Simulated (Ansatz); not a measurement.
K2S built on the antifluorite prototype, relaxed with r2SCAN. It is cubic, Fm-3m (No. 225); a = 7.406 Å in the conventional setting, 33.84 Å³ an atom. S is surrounded by 8 K at 3.21 Å; K is surrounded by 4 S at 3.21 Å.

```cif
data_structure
_symmetry_space_group_name_H-M 'Fm-3m'
_symmetry_Int_Tables_number 225
_cell_length_a 7.4055
_cell_length_b 7.4055
_cell_length_c 7.4055
_cell_angle_alpha 90.000
_cell_angle_beta 90.000
_cell_angle_gamma 90.000
_cell_volume 406.13
loop_
_atom_site_label
_atom_site_type_symbol
_atom_site_symmetry_multiplicity
_atom_site_Wyckoff_symbol
_atom_site_fract_x
_atom_site_fract_y
_atom_site_fract_z
_atom_site_occupancy
S1 S 4 a 0.00000 0.00000 0.00000 1
K1 K 8 c 0.25000 0.75000 0.75000 1
```

3 runs of the PAW code Ansatz on this cell differ in the functional (and in the settings that go with it). Levels are in eV from each run's valence top; v1 is the last filled band, c1 the first empty one.

Run A, mean stress +0.1 GPa (compression positive):
```
point     v2     v1    c1    c2
    Γ  -0.19  -0.19  3.31  6.70
    X   0.00   0.00  4.45  6.45
    U  -0.21  -0.01  4.69  6.61
    L  -0.06  -0.06  5.73  6.07
```

Run B, mean stress +0.4 GPa (compression positive):
```
point     v2     v1    c1    c2
    Γ  -0.20  -0.20  2.38  5.46
    X   0.00   0.00  3.51  5.29
    U  -0.21  -0.02  3.74  5.45
    L  -0.07  -0.07  4.72  5.02
```

Run C, mean stress 0.0 GPa (compression positive):
```
point     v2     v1    c1    c2
    Γ  -0.20  -0.20  2.75  5.95
    X   0.00   0.00  3.71  5.89
    U  -0.20  -0.01  3.94  6.03
    L  -0.07  -0.07  4.95  5.60
```

Question: Match the runs to PBE, r2SCAN, HSE06.

Answer: A is HSE06, B is PBE, C is r2SCAN. In order of the gap: PBE 2.38, r2SCAN 2.75, HSE06 3.31 eV.

Spin-unpolarised throughout; all numbers are computed.

The stress of a hybrid is loosely converged in these runs.

The meshes of the hybrids are coarse, so their gaps aren't converged to the digits shown.
